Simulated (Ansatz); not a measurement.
Crystal: NiO.

```
Ni O
1.0
     0.00000    2.08590    2.08590
     2.08590    0.00000    2.08590
     2.08590    2.08590    0.00000
Ni O
1 1
Direct
  0.00000 0.00000 0.00000
  0.50000 0.50000 0.50000
```

Base run:

```yaml
Program: Ansatz 0.2.0
Functional: RPBE
Potentials_or_basis: Ansatz PAW
Cutoff: "420 eV (not typed: the program's choice for these potentials)"
k_mesh: 11 × 11 × 11
Occupations: fermi-dirac, width 0.05 eV
Spin: collinear spin, ferromagnetic start
Starting_moments: "[1.0, 0.0] μB"
```

Its results: band gap on the k mesh none (metal or under the smearing width); pressure 13.2 GPa; net moment 1.82 μB per cell; site moments Ni +1.47; O +0.29 μB.

The run is repeated on the same cell with these changes: functional from RPBE to r2SCANh; cutoff from 420 eV (not typed: the program's choice for these potentials) to 500 eV (not typed: the program's choice for these potentials); k mesh from 11 × 11 × 11 to 6 × 6 × 6. What comes out?

Band gap on the k mesh 2.44 eV, indirect (least direct gap 3.49 eV); pressure 1.5 GPa; net moment 2.00 μB per cell; site moments Ni +1.71; O +0.25 μB.

Several settings changed at once, so the effect can't be laid on one alone.

Caveats: some runs use coarse meshes; a cell with one magnetic atom can't hold antiferromagnetic order, which such compounds often take; the PAW data sets come from PBE, with cores solved anew for the run's functional, which leaves a small shift of forces and pressure; semilocal functionals often make such compounds metallic where correlation or magnetic order opens a gap, which also shifts bond lengths (some runs); the magnetic or orbital state may not be the lowest (some runs); the thresholds are loose for stress (some runs).
